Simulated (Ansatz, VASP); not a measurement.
AlN: VASP beside Ansatz

The input INCAR:

```
ALGO = Normal ; EDIFF = 1E-7
ENCUT = 520 ; GGA = PE
ISIF = 2 ; ISMEAR = 0
LASPH = True ; LCHARG = False
LREAL = False ; LWAVE = False
NBANDS = 16 ; NELM = 100
PREC = Accurate ; SIGMA = 0.02
```

File KPOINTS:

```
k-points
0
Gamma
  9 9 6
```

File POSCAR:

```
AlN
1.0
    3.1110021516      0.0000000000      0.0000000000
   -1.5555010758      2.6942068945      0.0000000000
    0.0000000000      0.0000000000      4.9780000000
Al N
2 2
Direct
    0.3416845850      0.6833691702      0.0000000000
    0.6666666667      0.3333333333      0.5000000000
    0.3333333333      0.6666666667      0.3850000000
    0.6666666667      0.3333333333      0.8850000000
```

Input for Ansatz:

```yaml
crystal:
  lattice:
    - [3.1110021516, 0.0, 0.0]
    - [-1.5555010758, 2.6942068945, 0.0]
    - [0.0, 0.0, 4.978]
  atoms:
    - { symbol: Al, position: [0.341684585, 0.6833691702, 0.0] }
    - { symbol: Al, position: [0.6666666667, 0.3333333333, 0.5] }
    - { symbol: "N", position: [0.3333333333, 0.6666666667, 0.385] }
    - { symbol: "N", position: [0.6666666667, 0.3333333333, 0.885] }
basis:
  ecutwfc: 420
kpoints:
  mp_grid: { grid: [9, 9, 6] }
hamiltonian:
  xc: pbe
scf:
  occupations: { method: gaussian, width: 0.02 }
output:
  forces: true
  stress: true
  eigenvalues: true
  populations: true
```

Change from the starting cell: one atom moved.

Alike in both runs: task single point; functional PBE; k mesh 9 × 9 × 6; occupations gaussian, width 0.02 eV; no spin polarisation.

|  | VASP | Ansatz |
| --- | --- | --- |
| version | VASP 6.6.1 | Ansatz 0.2.0 |
| potentials or method | VASP PAW PBE potentials, release 64 (Al, N) | scalar-relativistic, plane waves, PAW |
| plane-wave cutoff (eV) | 520 | 420 |
| valence electrons in the cell | 16 | 16 |

VASP gave:

- gap on the k mesh at the Fermi level (eV): 4.16
- least direct gap on the mesh (eV): 4.16
- pressure (GPa): 3.9
- largest component of the traceless stress (GPa): 2.38
- rms of the force components (eV/Å): 0.325

Estimate Ansatz's values.

gap on the k mesh at the Fermi level (eV): 4.15; least direct gap on the mesh (eV): 4.15; pressure (GPa): 4.2; largest component of the traceless stress (GPa): 2.39; rms of the force components (eV/Å): 0.324.

Atom by atom the forces differ by 0.001 eV/Å (rms over components). With one functional, cell and mesh, what is left measures potentials, basis and numerics.
